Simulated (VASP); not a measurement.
# SnO2 (Cassiterite) (P4_2/mnm) in VASP: band structure with HSE06

Aim: the band structure of SnO2 (Cassiterite) with HSE06.

Everything below comes from runs of VASP 6.6.1. Logs are shortened: lines on timing, memory, paths and dates and some standing lists are left out, and cuts for length are marked.

### Step 1. The crystal as given

The structure is tetragonal, space group P4_2/mnm (No. 136). Conventional cell: a = 4.738 Å, b = 4.738 Å, c = 3.187 Å, α = 90.00°, β = 90.00°, γ = 90.00°. Sn (site symmetry mmm) is surrounded by 6 O at 2.05 to 2.06 Å. O (site symmetry m2m) is surrounded by 3 Sn at 2.05 to 2.06 Å.

### Step 2. Band structure, HSE06

POSCAR reads:

```
SnO2
1.0
    4.7380000000      0.0000000000      0.0000000000
    0.0000000000      4.7380000000      0.0000000000
    0.0000000000      0.0000000000      3.1865000000
Sn O
2 4
Direct
    0.5000000000      0.5000000000      0.5000000000
    0.0000000000      0.0000000000      0.0000000000
    0.8071000000      0.1929000000      0.5000000000
    0.6929000000      0.6929000000      0.0000000000
    0.1929000000      0.8071000000      0.5000000000
    0.3071000000      0.3071000000      0.0000000000
```

INCAR.step1 reads:

```
ALGO = Normal
EDIFF = 1E-5
ENCUT = 520
GGA = PE
ISIF = 2
ISMEAR = 0
KPAR = 4
LASPH = True
LCHARG = False
LREAL = False
LWAVE = True
NBANDS = 35
NELM = 60
PREC = Accurate
SIGMA = 0.02
```

INCAR.step2 reads:

```
ALGO = Normal
EDIFF = 1E-7
ENCUT = 520
GGA = PE
HFSCREEN = 0.2
ISIF = 2
ISMEAR = 0
ISTART = 1
KPAR = 4
LASPH = True
LCHARG = False
LHFCALC = True
LREAL = False
LWAVE = False
NBANDS = 35
NELM = 60
PREC = Accurate
PRECFOCK = Fast
SIGMA = 0.02
```

KPOINTS reads:

```
k-points
0
Gamma
  4 4 6
```

KPOINTS_OPT reads:

```
path GXMGZRAZ,XR,MA
12
line-mode
reciprocal
 0.0000000000  0.0000000000  0.0000000000  G
 0.0000000000  0.5000000000  0.0000000000  X

 0.0000000000  0.5000000000  0.0000000000  X
 0.5000000000  0.5000000000  0.0000000000  M

 0.5000000000  0.5000000000  0.0000000000  M
 0.0000000000  0.0000000000  0.0000000000  G

 0.0000000000  0.0000000000  0.0000000000  G
 0.0000000000  0.0000000000  0.5000000000  Z

 0.0000000000  0.0000000000  0.5000000000  Z
 0.0000000000  0.5000000000  0.5000000000  R

 0.0000000000  0.5000000000  0.5000000000  R
 0.5000000000  0.5000000000  0.5000000000  A

 0.5000000000  0.5000000000  0.5000000000  A
 0.0000000000  0.0000000000  0.5000000000  Z

 0.0000000000  0.5000000000  0.0000000000  X
 0.0000000000  0.5000000000  0.5000000000  R

 0.5000000000  0.5000000000  0.0000000000  M
 0.5000000000  0.5000000000  0.5000000000  A
```

Potentials or basis: VASP PAW PBE potentials, release 64 (Sn_d, O).

Started as:

```
> cat potpaw_PBE.64/Sn_d/POTCAR potpaw_PBE.64/O/POTCAR > POTCAR
> cp INCAR.step1 INCAR
> mpirun -np 4 vasp_std > vasp.out
> cp INCAR.step2 INCAR
> mpirun -np 4 vasp_std > vasp.out
```

OUTCAR:

```text
EDIFF = 1E-7
   ENCUT = 520
   GGA = PE
   HFSCREEN = 0.2
   ISIF = 2
   ISMEAR = 0
   ISTART = 1
   LASPH = True
   LHFCALC = True
   LREAL = False
   NELM = 60
   PREC = Accurate
   PRECFOCK = Fast

 ion  position               nearest neighbor table
   1  0.500  0.500  0.500-   4 2.05   6 2.05   4 2.05   6 2.05   5 2.06   3 2.06   2 3.71   2 3.71
                             2 3.71   2 3.71   2 3.71   2 3.71   2 3.71   2 3.71
   2  0.000  0.000  0.000-   3 2.05   5 2.05   3 2.05   5 2.05   4 2.06   6 2.06   1 3.71   1 3.71
                             1 3.71   1 3.71   1 3.71   1 3.71   1 3.71   1 3.71
   3  0.807  0.193  0.500-   2 2.05   2 2.05   1 2.06
   4  0.693  0.693  0.000-   1 2.05   1 2.05   2 2.06
   5  0.193  0.807  0.500-   2 2.05   2 2.05   1 2.06
   6  0.307  0.307  0.000-   1 2.05   1 2.05   2 2.06

  LATTYP: Found a simple tetragonal cell.
 ALAT       =     4.7380000000
 C/A-ratio  =     0.6725411566

  Lattice vectors:

 A1 = (   4.7380000000,   0.0000000000,   0.0000000000)
 A2 = (   0.0000000000,   4.7380000000,   0.0000000000)
 A3 = (   0.0000000000,   0.0000000000,   3.1865000000)

Analysis of symmetry for initial positions (statically):
=====================================================================
 Subroutine PRICEL returns:
 Original cell was already a primitive cell.

 Routine SETGRP: Setting up the symmetry group for a
 simple tetragonal supercell.

 Subroutine GETGRP returns: Found 16 space group operations
 (whereof  8 operations were pure point group operations)
 out of a pool of 16 trial point group operations.

The static configuration has the point symmetry D_2h.
 The point group associated with its full space group is D_4h.

Analysis of symmetry for dynamics (positions and initial velocities):
=====================================================================
 Subroutine PRICEL returns:
 Original cell was already a primitive cell.

 Routine SETGRP: Setting up the symmetry group for a
 simple tetragonal supercell.

 Subroutine GETGRP returns: Found 16 space group operations
 (whereof  8 operations were pure point group operations)
 out of a pool of 16 trial point group operations.

The dynamic configuration has the point symmetry D_2h.
 The point group associated with its full space group is D_4h.

 Subroutine INISYM returns: Found 16 space group operations
[... 112 lines left out ...]
   POTIM  = 0.5000    time-step for ionic-motion
   TEBEG  =    0.0;   TEEND  =   0.0 temperature during run
   PSTRESS=    0.0 pullay stress
   NELECT =      52.0000    total number of electrons
   NUPDOWN=      -1.0000    fix difference up-down
   EMIN   =  10.00;   EMAX   =-10.00  energy-range for DOS
   EFERMI =   0.00;   METHOD = LEGACY
   ISMEAR =     0;   SIGMA  =   0.02  broadening in eV -4-tet -1-fermi 0-gaus
   EFERMI_NEDOS =   21; number of points for ismear=-14 and -15
   IALGO  =     38    algorithm
   IMIX   =      1    mixing-type and parameters
     AMIX     =   0.40;   BMIX     =  1.00
     AMIX_MAG =   1.60;   BMIX_MAG =  1.00
  volume/ion in A,a.u.               =      11.92        80.45
  Fermi-wavevector in a.u.,A,eV,Ry     =   1.472000  2.781677 29.480903  2.166785
  Thomas-Fermi vector in A             =   2.587068
   LORBIT       =      0    0 simple, 1 ext, 2 COOP (PROOUT), +10 PAW based schemes
   GGA     = PE    functional components
   LHFCALC =     T    Hartree Fock is set to
   PRECFOCK=fast      Normal, Fast or Accurate (Low or Medium for compatibility)
   ENCUT4O =  -1.0   cutoff for four orbital integrals eV
   NKREDX  =     1    reduce k-point grid by
   NKREDY  =     1    reduce k-point grid by
   NKREDZ  =     1    reduce k-point grid by
   AEXX    =    0.2500 exact exchange contribution
   HFSCREEN=    0.2000 screening length (either q_TF or 0.3 A-1)
   HFSCREENC=   0.2000 screening length for correlation (either q_TF or 0.3 A-1)
   ENCUTFOCK=  -1.0 apply spherical cutoff to Coloumb kernel
   IVDW    =     0    specifies the selected vdW correction
   LEPSILON=     F    determine dielectric tensor
   LRPA    =     F    only Hartree local field effects (RPA)
 non-spin polarized calculation
 Gauss-broadening in eV      SIGMA  =   0.02
  energy-cutoff  :      520.00
  volume of cell :       71.53
 maximum number of plane-waves:      1992
 NGX is ok and might be reduce to    36
  NGX = 20; NGY = 20; NGZ = 14

 number of electron      51.9999993 magnetization

 Free energy of the ion-electron system (eV)
  ---------------------------------------------------
  ext. energy  EPLUGINS =         0.00000000
  ---------------------------------------------------
  free energy    TOTEN  =       -47.47918114 eV

  energy without entropy =      -47.47918114  energy(sigma->0) =      -47.47918114

 E-fermi :   4.9337     XC(G=0):  -9.2103

 val. band max:        4.7815601586   @ k =   0.0000   0.0000   0.0000
 cond. band min:       7.8349144365   @ k =   0.0000   0.0000   0.0000
 fundamental gap:      3.0533542779
 Fermi energy:         4.9336618945

 k-point     1 :       0.0000    0.0000    0.0000
  band No.  band energies     occupation
      1     -17.6965      2.00000
      2     -16.8051      2.00000
      3     -16.4801      2.00000
      4     -16.4801      2.00000
      5     -16.4478      2.00000
      6     -16.3945      2.00000
[... 901 lines left out ...]
     34      18.4304      0.00000
     35      20.0257      0.00000

------------------------ aborting loop because EDIFF is reached ----------------------------------------

  FORCE on cell =-STRESS in cart. coord.  units (eV):
  Direction    XX          YY          ZZ          XY          YZ          ZX
  --------------------------------------------------------------------------------------
  -------------------------------------------------------------------------------------
  Total        1.1029894      1.1029894      1.2711237      0.0000000      0.0000000      0.0000000
  in kB       24.7046030     24.7046030     28.4704524      0.0000000      0.0000000      0.0000000
  external PRESSURE =      25.9598862 kB  Pullay stress =       0.0000000 kB

 VOLUME and BASIS-vectors are now :
 -----------------------------------------------------------------------------
  energy-cutoff  :      520.00
  volume of cell :       71.53
      direct lattice vectors                 reciprocal lattice vectors
     4.738000000  0.000000000  0.000000000     0.211059519  0.000000000  0.000000000
     0.000000000  4.738000000  0.000000000     0.000000000  0.211059519  0.000000000
     0.000000000  0.000000000  3.186500000     0.000000000  0.000000000  0.313823945

 POSITION                                       TOTAL-FORCE (eV/Angst)
 -----------------------------------------------------------------------------------
      2.36900      2.36900      1.59325         0.000000     -0.000000      0.000000
      0.00000      0.00000      0.00000         0.000000     -0.000000      0.000000
      3.82404      0.91396      1.59325        -0.140517      0.140517      0.000000
      3.28296      3.28296      0.00000         0.140517      0.140517      0.000000
      0.91396      3.82404      1.59325         0.140517     -0.140517      0.000000
      1.45504      1.45504      0.00000        -0.140517     -0.140517      0.000000
 -----------------------------------------------------------------------------------
    total drift:                                0.000000      0.000005     -0.000008

  FREE ENERGIE OF THE ION-ELECTRON SYSTEM (eV)
  ---------------------------------------------------
  free  energy   TOTEN  =       -47.4791811361 eV

  energy  without entropy=      -47.4791811361  energy(sigma->0) =      -47.47918114
```

OSZICAR.step1:

```text
N       E                     dE             d eps       ncg     rms          rms(c)
DAV:   1     0.631269138324E+03    0.63127E+03   -0.25694E+04  1893   0.232E+03
DAV:   2     0.569933459710E+02   -0.57428E+03   -0.54076E+03  1832   0.610E+02
DAV:   3    -0.382761452428E+02   -0.95269E+02   -0.93721E+02  1798   0.208E+02
DAV:   4    -0.432897688298E+02   -0.50136E+01   -0.49764E+01  2142   0.507E+01
DAV:   5    -0.434162691280E+02   -0.12650E+00   -0.12634E+00  2127   0.856E+00    0.162E+01
DAV:   6    -0.370679293482E+02    0.63483E+01   -0.17694E+01  2645   0.636E+01    0.628E+00
DAV:   7    -0.371861306527E+02   -0.11820E+00   -0.20464E+00  1928   0.792E+00    0.324E+00
DAV:   8    -0.371644366699E+02    0.21694E-01   -0.16377E-01  2425   0.427E+00    0.757E-01
DAV:   9    -0.371575618971E+02    0.68748E-02   -0.35212E-02  2730   0.304E+00    0.132E-01
DAV:  10    -0.371582079029E+02   -0.64601E-03   -0.38267E-03  2052   0.466E-01    0.583E-02
DAV:  11    -0.371583347608E+02   -0.12686E-03   -0.20760E-04  2224   0.104E-01    0.137E-02
DAV:  12    -0.371583337074E+02    0.10535E-05   -0.96912E-06  1375   0.263E-02
   1 F= -.37158334E+02 E0= -.37158334E+02  d E =-.194736E-14
```

Wall time 79 min (4 MPI ranks of Intel Xeon 6975P-C (Granite Rapids), shared host); peak memory 0.44 GiB.

Results:

| Property | Result |
| --- | --- |
| Free energy | -47.4792 eV |
| Pressure | 2.6 GPa |
| Largest force | 0.199 eV/Å |
| Band gap on the k mesh | 3.05 eV, direct |
| Band gap along the path | 3.05 eV, direct |

Forces in eV/Å, atoms in the order of the input:
```
Sn   0.000  0.000  0.000
Sn   0.000  0.000  0.000
O   -0.141  0.141  0.000
O    0.141  0.141  0.000
O    0.141 -0.141  0.000
O   -0.141 -0.141  0.000
```

Levels at the corners of the path, in eV from the valence-band top:
```tsv
point	band 23	band 24	band 25	band 26	band 27	band 28	band 29	band 30
Γ	-1.03	-0.71	-0.71	0.00	3.05	8.21	8.26	8.26
X	-0.97	-0.97	-0.60	-0.60	6.37	6.37	9.04	9.04
X	-0.97	-0.97	-0.60	-0.60	6.37	6.37	9.04	9.04
M	-1.11	-1.11	-0.98	-0.98	6.84	6.84	9.50	9.50
M	-1.11	-1.11	-0.98	-0.98	6.84	6.84	9.50	9.50
Γ	-1.03	-0.71	-0.71	0.00	3.05	8.21	8.26	8.26
Γ	-1.03	-0.71	-0.71	0.00	3.05	8.21	8.26	8.26
Z	-1.77	-1.77	-1.36	-1.36	8.41	8.41	11.87	11.87
Z	-1.77	-1.77	-1.36	-1.36	8.41	8.41	11.87	11.87
R	-1.16	-1.16	-0.50	-0.50	8.70	8.70	10.10	10.10
R	-1.16	-1.16	-0.50	-0.50	8.70	8.70	10.10	10.10
A	-0.97	-0.97	-0.91	-0.91	6.93	6.93	10.87	10.87
A	-0.97	-0.97	-0.91	-0.91	6.93	6.93	10.87	10.87
Z	-1.77	-1.77	-1.36	-1.36	8.41	8.41	11.87	11.87
X	-0.97	-0.97	-0.60	-0.60	6.37	6.37	9.04	9.04
R	-1.16	-1.16	-0.50	-0.50	8.70	8.70	10.10	10.10
M	-1.11	-1.11	-0.98	-0.98	6.84	6.84	9.50	9.50
A	-0.97	-0.97	-0.91	-0.91	6.93	6.93	10.87	10.87
```

Caveat: the PAW data sets were made with another functional, which shifts forces and pressure a little; spin-orbit coupling is left out, which moves the levels of the heavy elements.
